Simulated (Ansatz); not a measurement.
ZrO2:
```cif
data_O8Zr4
_chemical_formula_sum 'Zr4 O8'
_space_group_name_H-M_alt 'P 1'
_space_group_IT_number 1
_cell_length_a 5.15335
_cell_length_b 5.22526
_cell_length_c 5.33143
_cell_angle_alpha 90.000
_cell_angle_beta 99.402
_cell_angle_gamma 90.000
loop_
_space_group_symop_operation_xyz
  'x, y, z'
loop_
_atom_site_label
_atom_site_type_symbol
_atom_site_fract_x
_atom_site_fract_y
_atom_site_fract_z
_atom_site_occupancy
Zr1 Zr 0.72390 0.95783 0.79016 1
Zr2 Zr 0.27610 0.04217 0.20984 1
Zr3 Zr 0.27610 0.45783 0.70984 1
Zr4 Zr 0.72390 0.54217 0.29016 1
O1 O 0.06877 0.16727 0.84480 1
O2 O 0.93123 0.83273 0.15520 1
O3 O 0.93123 0.66727 0.65520 1
O4 O 0.06877 0.33273 0.34480 1
O5 O 0.55028 0.25726 0.02234 1
O6 O 0.44972 0.74274 0.97766 1
O7 O 0.44972 0.75726 0.47766 1
O8 O 0.55028 0.24274 0.52234 1
```

Relaxed with r²SCAN.

### Question
Decompose the optical modes at the zone centre into irreducible representations, and say which are infrared and Raman allowed.

### Answer
Point group 2/m: Γ_opt = 9Ag + 8Au + 9Bg + 7Bu. Infrared: Au, Bu. Raman: Ag, Bg.

### Question
Assign frequencies (DFPT, DFT-r²SCAN in the program Ansatz with PAW potentials; without the LO–TO term).

### Answer
Ag 102, Bg 171, Ag 174, Au 175, Ag 185, Bu 217, Bg 221, Au 242, Au 251, Bu 295, Ag 301, Bu 309, Bg 321, Bg 328, Au 337, Ag 339, Bu 344, Ag 377, Bg 378, Au 393, Bu 406, Ag 466, Au 475, Bu 479, Bg 490, Bg 533, Ag 545, Au 565, Bg 601, Ag 625, Au 636, Bu 712, Bg 747 cm⁻¹.

Subscripts of B labels follow the axes of the standard setting.

Space group P2_1/c. The r²SCAN relaxation kept the symmetry of its start. The run is not spin-polarised.

Potentials: the earlier of the program's two PAW sets. The files were generated under PBE; for other functionals the program regenerates the frozen cores, and for LDA and PBEsol the local potential too.
